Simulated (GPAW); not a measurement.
A run of GPAW 26.7.0 is set up as follows.

run.py

```python
from ase import Atoms
from ase.dft.bandgap import bandgap
from ase.io import write
from gpaw import GPAW, PW

atoms = Atoms(['Ag', 'Cl'],
              cell=[[0.0, 2.735, 2.735],
                    [2.735, 0.0, 2.735],
                    [2.735, 2.735, 0.0]],
              scaled_positions=[[0.0, 0.0, 0.0],
                                [0.5, 0.5, 0.5]],
              pbc=True)

calc = GPAW(mode=PW(600),
            xc='TB09',
            kpts={'size': (8, 8, 8), 'gamma': True},
            occupations={'name': 'fermi-dirac', 'width': 0.05},
            nbands=23,
            convergence={'density': 1e-05, 'energy': 1e-05},
            eigensolver='cg',
            maxiter=150,
            txt='gpaw.txt')
atoms.calc = calc
energy = atoms.get_potential_energy()
calc.write('gs.gpw')
write('result.traj', atoms)
print('Fermi level:', round(calc.get_fermi_level(), 4), 'eV')
print(f'Gap: {bandgap(calc)[0]:.4f} eV, direct: {bandgap(calc, direct=True)[0]:.4f} eV')
```

Potentials or basis: GPAW PAW data sets for LDA (gpaw-data 1.2.1), pw.

Run with:

```bash
$ OMP_NUM_THREADS=1 python run.py
```

Q: Predict the band gap on the k mesh.

A: 2.84 eV, indirect (least direct gap 4.84 eV).

Caveat: a model potential gives levels but no total energy.

**The experiment to reproduce.**

A printed reference work, data compilation reports, for a bulk crystal of AgCl: band gap 3.249 eV (indirect).

Measured gap of AgCl: 3.249 eV (indirect; a printed reference work, data compilation). This calculation gives 2.84 eV (-0.41 eV). Spin-orbit coupling on Ag is left out. The value is that of TB-mBJ on a finite k mesh, which can miss the band edges, without temperature or zero-point motion.
